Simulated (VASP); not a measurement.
# SiC (Moissanite 3C) (F-43m) in VASP: notebook, part 2 of 2

VASP 6.6.1. Earlier steps stand in the parts before.

### 4 Dielectric tensor, PBE

Input file INCAR:

```
PREC     = Accurate       # precision mode
ENCUT    = 520            # plane-wave cutoff, eV
EDIFF    = 1E-8           # SCF threshold, eV
ISMEAR   = 0              # smearing method
SIGMA    = 0.03           # smearing width, eV
LREAL    = False          # projectors in reciprocal space
LASPH    = True           # aspherical terms in the spheres
NELM     = 80             # most SCF steps
ALGO     = Fast           # electronic algorithm
ISIF     = 2              # what is computed and relaxed
LWAVE    = False          # write WAVECAR
LCHARG   = False          # write CHGCAR
GGA      = PE             # functional
LEPSILON = True           # dielectric tensor by DFPT
```

Input file KPOINTS:

```
Automatic mesh
0
Monkhorst-Pack
  18 18 18
```

Input file POSCAR:

```
SiC                                     
1.0
    0.0000000000      2.1790000000      2.1790000000
    2.1790000000      0.0000000000      2.1790000000
    2.1790000000      2.1790000000      0.0000000000
  Si              C             
     1     1
Direct
     0.0000000000000000    0.0000000000000000    0.0000000000000000
     0.2500000000000000    0.2500000000000000    0.2500000000000000
```

Potentials or basis: VASP PAW PBE potentials, release 64 (Si, C).

Launch:

```console
$ cat potpaw_PBE.64/Si/POTCAR potpaw_PBE.64/C/POTCAR > POTCAR
$ mpirun -np 1 vasp_std > vasp.out
```

OUTCAR:

```text
PREC = Accurate
   ENCUT = 520
   EDIFF = 1E-8
   ISMEAR = 0
   LREAL = False
   LASPH = True
   NELM = 80
   ISIF = 2
   GGA = PE
   LEPSILON = True

 ion  position               nearest neighbor table
   1  0.000  0.000  0.000-   2 1.89   2 1.89   2 1.89   2 1.89
   2  0.250  0.250  0.250-   1 1.89   1 1.89   1 1.89   1 1.89

  LATTYP: Found a face centered cubic cell.
 ALAT       =     4.3580000000

  Lattice vectors:

 A1 = (   0.0000000000,   2.1790000000,   2.1790000000)
 A2 = (   2.1790000000,   0.0000000000,   2.1790000000)
 A3 = (   2.1790000000,   2.1790000000,   0.0000000000)

Analysis of symmetry for initial positions (statically):
=====================================================================
 Subroutine PRICEL returns:
 Original cell was already a primitive cell.

 Routine SETGRP: Setting up the symmetry group for a
 face centered cubic supercell.

 Subroutine GETGRP returns: Found 24 space group operations
 (whereof 24 operations were pure point group operations)
 out of a pool of 48 trial point group operations.

The static configuration has the point symmetry T_d .

Analysis of symmetry for dynamics (positions and initial velocities):
[... 483 lines left out ...]
  ---------------------------------------------------
  free energy    TOTEN  =        -0.36754057 eV

  energy without entropy =       -0.36754057

------------------------ aborting loop because EDIFF is reached ----------------------------------------

 PIEZOELECTRIC TENSOR FIELD DIRECTION 3  (e Angst)
 -----------------------------------------------------------------------------
    -0.00041 -1.27793  0.00000           ( -0.00000 -0.05196  0.00000)
    -1.27793 -0.00041  0.00000           ( -0.05196 -0.00000  0.00000)
     0.00000  0.00000  0.00055           (  0.00000  0.00000 -0.00000)

 PIEZOELECTRIC TENSOR FIELD DIRECTION 3  (C/m^2)
 -----------------------------------------------------------------------------
    -0.00032 -0.98950  0.00000
    -0.98950 -0.00032  0.00000
     0.00000  0.00000  0.00042

 MACROSCOPIC STATIC DIELECTRIC TENSOR (including local field effects in DFT)
 ------------------------------------------------------
           6.962586     0.000000    -0.000000
           0.000000     6.962586     0.000000
           0.000000     0.000000     6.962586
 ------------------------------------------------------

 PIEZOELECTRIC TENSOR (including local field effects)  for field in x, y, z        (e  Angst)
          XX          YY          ZZ          XY          YZ          ZX
  --------------------------------------------------------------------------------
  x    -0.00000    -0.00000    -0.00000     0.00000    -1.27761     0.00000
  y     0.00000    -0.00000    -0.00000     0.00000    -0.00000    -1.27761
  z    -0.00000    -0.00000    -0.00000    -1.27761     0.00000     0.00000

 PIEZOELECTRIC TENSOR (including local field effects)  for field in x, y, z        (C/m^2)
          XX          YY          ZZ          XY          YZ          ZX
  --------------------------------------------------------------------------------
  x    -0.00000    -0.00000    -0.00000     0.00000    -0.98925     0.00000
  y     0.00000    -0.00000    -0.00000     0.00000    -0.00000    -0.98925
  z    -0.00000    -0.00000    -0.00000    -0.98925     0.00000     0.00000

 BORN EFFECTIVE CHARGES (including local field effects) (in |e|, cummulative output)
 ---------------------------------------------------------------------------------
 ion    1
    1     2.69450     0.00000     0.00000
    2     0.00000     2.69450     0.00000
    3     0.00000     0.00000     2.69450
 ion    2
    1    -2.69450     0.00000     0.00000
    2     0.00000    -2.69450     0.00000
    3     0.00000     0.00000    -2.69450
```

OSZICAR:

```text
N       E                     dE             d eps       ncg     rms          rms(c)
DAV:   1     0.430471648979E+01    0.43047E+01   -0.41619E+03  9560   0.845E+02
DAV:   2    -0.165497977064E+02   -0.20855E+02   -0.19719E+02 13152   0.107E+02
DAV:   3    -0.169116190061E+02   -0.36182E+00   -0.36182E+00 10872   0.173E+01
[... 12 lines left out ...]
RMM:   5    -0.367240577378E+00   -0.38180E-02   -0.19387E-04 83512   0.126E-01    0.118E-02
RMM:   6    -0.367410839970E+00   -0.17026E-03   -0.25505E-06 88921   0.149E-02    0.558E-03
RMM:   7    -0.367533607807E+00   -0.12277E-03   -0.68504E-07 86187   0.828E-03    0.487E-04
RMM:   8    -0.367542032119E+00   -0.84243E-05   -0.18362E-08 91007   0.103E-03    0.205E-04
RMM:   9    -0.367540426400E+00    0.16057E-05   -0.33686E-09 87960   0.483E-04    0.413E-05
RMM:  10    -0.367540571043E+00   -0.14464E-06   -0.16322E-11 59975   0.599E-05    0.913E-06
```

stdout:

```text
POSCAR found type information on POSCAR SiC
 POSCAR found :  2 types and       2 ions
 scaLAPACK will be used
 LDA part: xc-table for (Slater+PW92), standard interpolation
 -----------------------------------------------------------------------------
|                                                                             |
|           W    W    AA    RRRRR   N    N  II  N    N   GGGG   !!!           |
[... 38 lines left out ...]
  Direction:   1
 dielectric tensor                  component  1 :     6.963     0.047     0.000
 Linear response to external field, progress :
  Direction:   2
 dielectric tensor                  component  2 :    -0.000     6.963    -0.048
 Linear response to external field, progress :
  Direction:   3
 dielectric tensor                  component  3 :     0.315     0.000     6.963
 Born effective charges drift removed
```

Run time: 17 min. Hardware: 1 thread of Intel Xeon Platinum 8488C (Sapphire Rapids), shared host; peak memory 1.2 GiB.

Results:

- Electronic dielectric tensor (diagonal): 6.96
- Born charges (mean of the diagonal): Si +2.69; C -2.69 e

Levels at points of the mesh, in eV from the valence-band top:
| k point | band 1 | band 2 | band 3 | band 4 | band 5 | band 6 | band 7 | band 8 |
| --- | --- | --- | --- | --- | --- | --- | --- | --- |
| (0.03, 0.03, 0.03) | -15.38 | -0.08 | 0.00 | 0.00 | 6.29 | 7.32 | 7.34 | 7.34 |

Electronic dielectric tensor:
```
6.96 0.00 0.00
0.00 6.96 0.00
0.00 0.00 6.96
```

Born effective charge tensors (e):
atom 1, Si
```
2.69 0.00 0.00
0.00 2.69 0.00
0.00 0.00 2.69
```
atom 2, C
```
-2.69  0.00  0.00
 0.00 -2.69  0.00
 0.00  0.00 -2.69
```

### 5 Optical spectrum, PBE

INCAR: that of step 4 with these lines changed.

```diff
@@ -2,3 +2,3 @@
 ENCUT    = 520            # plane-wave cutoff, eV
-EDIFF    = 1E-8           # SCF threshold, eV
+EDIFF    = 1E-7           # SCF threshold, eV
 ISMEAR   = 0              # smearing method
@@ -13,2 +13,5 @@
 GGA      = PE             # functional
-LEPSILON = True           # dielectric tensor by DFPT
+LOPTICS  = True           # frequency-dependent dielectric function
+NBANDS   = 28             # bands
+NEDOS    = 1000           # points of the DOS
+CSHIFT   = 0.05
```

Input file KPOINTS:

```
Automatic mesh
0
Gamma
  10 10 10
```

POSCAR is that of step 4.

Potentials or basis: VASP PAW PBE potentials, release 64 (Si, C).

Launch:

```console
$ cat potpaw_PBE.64/Si/POTCAR potpaw_PBE.64/C/POTCAR > POTCAR
$ mpirun -np 1 vasp_std > vasp.out
```

OUTCAR:

```text
PREC = Accurate
   ENCUT = 520
   EDIFF = 1E-7
   ISMEAR = 0
   LREAL = False
   LASPH = True
   NELM = 80
   ISIF = 2
   GGA = PE

 ion  position               nearest neighbor table
   1  0.000  0.000  0.000-   2 1.89   2 1.89   2 1.89   2 1.89
[... 802 lines left out ...]
     2.72372     8.31168     8.31168     8.31168    -0.00000    -0.00000     0.00000
     3.63163     9.60178     9.60178     9.60178    -0.00000    -0.00000     0.00000
     4.53953    12.81756    12.81756    12.81756    -0.00000    -0.00000     0.00000
[... 92 lines left out ...]
    88.97483     0.93598     0.93598     0.93598     0.00000     0.00000    -0.00000
    89.88273     0.93734     0.93734     0.93734     0.00000     0.00000    -0.00000

  frequency dependent IMAGINARY DIELECTRIC FUNCTION (independent particle, no local field effects) current-current
     E(ev)      X         Y         Z        XY        YZ        ZX
  --------------------------------------------------------------------------------------------------------------
     0.00000     0.00000     0.00000     0.00000     0.00000    -0.00000     0.00000
     0.90791    -0.00000    -0.00000    -0.00000     0.00000     0.00000     0.00000
     1.81581    -0.00000    -0.00000    -0.00000     0.00000     0.00000     0.00000
     2.72372    -0.00000    -0.00000    -0.00000     0.00000     0.00000     0.00000
     3.63163    -0.00000    -0.00000    -0.00000     0.00000     0.00000     0.00000
     4.53953     3.65201     3.65201     3.65201    -0.00000     0.00000    -0.00000
[... 92 lines left out ...]
    88.97483    -0.00000    -0.00000    -0.00000     0.00000     0.00000     0.00000
    89.88273    -0.00000    -0.00000    -0.00000     0.00000     0.00000     0.00000

  frequency dependent      REAL DIELECTRIC FUNCTION (independent particle, no local field effects) current-current
     E(ev)        X           Y           Z          XY          YZ          ZX
  --------------------------------------------------------------------------------------------------------------
     0.00000     7.22917     7.22917     7.22917    -0.00000    -0.00000    -0.00000
     0.90791     7.32882     7.32882     7.32882    -0.00000    -0.00000    -0.00000
     1.81581     7.65643     7.65643     7.65643    -0.00000    -0.00000    -0.00000
     2.72372     8.31096     8.31096     8.31096    -0.00000    -0.00000    -0.00000
     3.63163     9.60052     9.60052     9.60052    -0.00000    -0.00000    -0.00000
     4.53953    12.76398    12.76398    12.76398    -0.00000    -0.00000    -0.00000
[... 92 lines left out ...]
    88.97483     0.93598     0.93598     0.93598     0.00000    -0.00000     0.00000
    89.88273     0.93734     0.93734     0.93734     0.00000    -0.00000     0.00000
```

OSZICAR:

```text
N       E                     dE             d eps       ncg     rms          rms(c)
DAV:   1     0.111637084159E+02    0.11164E+02   -0.33370E+03  2704   0.243E+02
DAV:   2    -0.163198907989E+02   -0.27484E+02   -0.26424E+02  3400   0.733E+01
DAV:   3    -0.169116818137E+02   -0.59179E+00   -0.58795E+00  3124   0.810E+00
DAV:   4    -0.169127052430E+02   -0.10234E-02   -0.10234E-02  3120   0.377E-01
DAV:   5    -0.169127069001E+02   -0.16571E-05   -0.16572E-05  3096   0.147E-02    0.881E+00
RMM:   6    -0.151280075987E+02    0.17847E+01   -0.12872E-01  2643   0.110E+00    0.351E+00
RMM:   7    -0.150645938681E+02    0.63414E-01   -0.10456E-02  2801   0.330E-01    0.187E+00
RMM:   8    -0.150575849872E+02    0.70089E-02   -0.56704E-03  2969   0.291E-01    0.136E-01
RMM:   9    -0.150576575753E+02   -0.72588E-04   -0.22810E-04  3022   0.619E-02    0.101E-01
RMM:  10    -0.150577036857E+02   -0.46110E-04   -0.22692E-05  3055   0.180E-02    0.310E-02
RMM:  11    -0.150577191540E+02   -0.15468E-04   -0.10344E-05  3035   0.123E-02    0.110E-02
RMM:  12    -0.150577194662E+02   -0.31224E-06   -0.56226E-07  3069   0.279E-03    0.175E-03
RMM:  13    -0.150577194593E+02    0.69891E-08   -0.51013E-08  2750   0.812E-04
   1 F= -.15057719E+02 E0= -.15057719E+02  d E =-.275209E-12
 imaginary and real dielectric function
```

Run time: 18 s. Hardware: 1 thread of Intel Xeon Platinum 8488C (Sapphire Rapids), shared host; peak memory 0.15 GiB.

Results:

| Quantity | Value |
| --- | --- |
| Free energy | -15.0577 eV |
| Pressure | 3.2 GPa |
| Band gap on the k mesh | 1.36 eV, indirect (least direct gap 4.54 eV) |

Dielectric function (mean over the directions given):
```
energy (eV)  real part  imaginary part
       0.27       7.24            0.00
       0.73       7.29            0.00
       1.27       7.43            0.00
       1.73       7.61            0.00
       2.27       7.93            0.00
       2.72       8.31            0.00
       3.27       8.97            0.00
       3.72       9.80            0.00
       4.27      11.64            0.00
       4.81      14.06            6.10
       5.27      14.54            0.00
       5.81      13.24            3.11
       6.26      24.75           18.97
       6.81      17.88            8.61
       7.26      -4.50           25.97
       7.81       1.58            3.25
       8.35       2.92           15.20
       8.81      -6.16           29.71
       9.35      -4.97            9.34
       9.81      -8.57            4.75
      10.35      -4.58            3.53
      10.80      -4.66            4.27
      11.35      -2.33            1.90
      11.80      -0.54            2.90
      12.35      -5.25            3.55
      12.89      -2.74            1.21
      13.35      -2.32            2.29
      13.89      -2.58            2.00
      14.34      -1.95            1.07
      14.89      -1.54            1.72
      15.34      -1.41            0.40
      15.89      -1.50            1.00
      16.43      -1.30            0.12
      16.89      -1.01            0.55
      17.43      -0.87            0.08
      17.89      -0.86            0.79
      18.43      -0.61            0.35
      18.88      -0.43            0.21
      19.43      -0.58            0.34
      19.97      -0.22            0.30
```

Caveat: spectra need much finer meshes, so this one isn't converged; independent-particle spectra lack excitons.

### 6 Summary

| task | level | k mesh | monkhorst-Pack mesh | gap on the mesh (eV) | pressure (GPa) |
| --- | --- | --- | --- | --- | --- |
| band structure | r2SCAN | 10 × 10 × 10 | - | 1.72 | -0.4 |
| band structure | TB-mBJ | 10 × 10 × 10 | - | 2.34 | - |
| dielectric tensor | PBE | 18 × 18 × 18 | yes | - | - |
| optical spectrum | PBE | 10 × 10 × 10 | - | 1.36 | 3.2 |

Alike in all rows: potentials or basis VASP PAW PBE potentials, release 64 (Si, C); no spin polarisation; cell as given; cutoff (eV) 520; smearing gaussian 0.03 eV.

On the cell as given the gap runs from 1.36 eV (PBE) to 2.34 eV (TB-mBJ).

Caveats: the PAW data sets were made with another functional, which shifts forces and pressure a little (some runs); spectra need much finer meshes, so this one isn't converged (some runs); independent-particle spectra lack excitons (some runs).

Total energies depend on the potentials used, so only differences within one code and one set of settings carry meaning.

### 7 Against experiment

Step 2. A measured gap of SiC is 2.4 eV (indirect; quoted in “Insight into the structural, elastic and electronic properties of a new orthorhombic 6O-SiC polytype”, 2020, pmc:7200658); the calculated 1.72 eV misses it by -0.68 eV. The value is that of r2SCAN, without temperature or zero-point motion.

Step 3. Against the measured gap of SiC, 2.4 eV (indirect; quoted in “Insight into the structural, elastic and electronic properties of a new orthorhombic 6O-SiC polytype”, 2020, pmc:7200658), the calculated 2.34 eV is off by -0.06 eV. The value is that of TB-mBJ, without temperature or zero-point motion.

Step 4. A measured high-frequency dielectric constant of SiC is 6.49 (quoted in “Infrared properties of SiC particles”, 1999, arxiv:astro-ph/9903031); the calculated 6.96 misses it by +7.3 %.

Step 5. Measured gap of SiC: 2.4 eV (indirect; quoted in “Insight into the structural, elastic and electronic properties of a new orthorhombic 6O-SiC polytype”, 2020, pmc:7200658). This calculation gives 1.36 eV (-1.04 eV). The value is that of PBE on a finite k mesh, which can miss the band edges, without temperature or zero-point motion. Semilocal functionals fall short of measured gaps as a rule.
